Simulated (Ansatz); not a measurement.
Runs of Ansatz 0.2.0 on H. It takes space group I4/mmm (No. 139, tetragonal). Conventional cell: a = 3.383 Å, b = 3.383 Å, c = 4.117 Å, α = 90.00°, β = 90.00°, γ = 90.00°. H (site symmetry 4mm) is surrounded by 1 H at 0.74 Å. 

```csv
level,cutoff (eV),gap on the mesh (eV),pressure (GPa),relaxed volume (Å³/atom)
BLYP,420,10.00,0.0,32.81
PBEsol,420,9.03,0.0,13.97
revPBE,420,9.80,0.0,24.67
LDA,420,(c),0.0,(d)
r2SCAN,500,(b),0.0,15.59
RPBE,420,(a),0.0,19.05
```

Alike in all rows: task relaxation of cell and atoms; potentials or basis Ansatz PAW; no spin polarisation; cell relaxed; k mesh 11 × 11 × 11; smearing fermi-dirac 0.05 eV.

Problem. Fill in the values left out.

Solution. (a) 9.54; (b) 10.35; (c) 7.39; (d) 7.70.

Caveats: the volume moved by over 15 % at a fixed basis, so the end points are rough; odd divisions of the mesh miss points on the zone boundary, where band edges often lie, so the gap on the mesh can be too wide; the plane-wave basis is chosen anew once the cell has moved, so the energies of steps on either side of that aren't comparable; the potentials were made for another functional, which shifts forces and pressure (some runs); the PAW data sets were made with another functional, which shifts forces and pressure a little (some runs).

A k mesh can miss the band edges.

Runs at the PBE level aren't shown here.
